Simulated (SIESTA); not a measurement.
Runs of SIESTA 5.4.2 on HfO2. It takes space group P4_2/nmc (No. 137, tetragonal). The conventional cell has a = 3.558 Å, b = 3.558 Å, c = 5.172 Å, α = 90.00°, β = 90.00°, γ = 90.00°. Hf (site symmetry -4m2) is surrounded by 4 O at 2.05 Å. O (site symmetry 2mm) has 2 Hf at 2.05 Å as nearest neighbours. Measurements of this composition are mostly on another form, of space group No. 14.

| task | level | potentials or basis | cell | k mesh | wannier functions | bands left out below | projections | wannier mesh | gap on the mesh (eV) | pressure (GPa) | largest force (eV/Å) |
| --- | --- | --- | --- | --- | --- | --- | --- | --- | --- | --- | --- |
| Wannier functions | LDA | PseudoDojo 0.4 standard (LDA files), DZP (energy shift 0.003 Ry; two zetas on semicore shells) | atoms moved at random, drawn with an rms of 0.05 Å | 6 × 6 × 4 | 24 | 0 | ["Hf:s", "Hf:p", "O:s", "O:p"] | 5 × 5 × 3 | 4.21 | -1.9 | 1.62 |
| band structure | AM05 | PseudoDojo 0.4 standard (PBEsol files), DZP (energy shift 0.003 Ry; two zetas on semicore shells) | as given | 8 × 8 × 5 | - | - | - | - | 4.51 | 4.5 | 0.22 |
| band structure | BLYP | PseudoDojo 0.4 standard (PBE files), DZP (energy shift 0.003 Ry; two zetas on semicore shells) | as given | 8 × 8 × 5 | - | - | - | - | (a) | 19.9 | 0.31 |
| band structure | vdW-DF-cx | PseudoDojo 0.4 standard (PBE files), DZP (energy shift 0.003 Ry; two zetas on semicore shells) | as given | 8 × 8 × 5 | - | - | - | - | 4.56 | (b) | 0.28 |

Alike in all rows: no spin polarisation; smearing fermi-dirac 0.05 eV; grid cutoff 800 Ry; energy shift 0.003 Ry.

Problem. Estimate the missing entries.

Solution. (a) 4.58; (b) 6.7.

Caveats: short orbitals over semicore shells can move pressures by several GPa; spin-orbit coupling is left out, which moves the levels of the heavy elements; the basis of atomic orbitals isn't converged, which shifts pressures, moduli and gaps; the potentials were made for another functional, which shifts forces and pressure (some runs).

A k mesh can miss the band edges, and the runs leave out spin-orbit coupling on Hf.
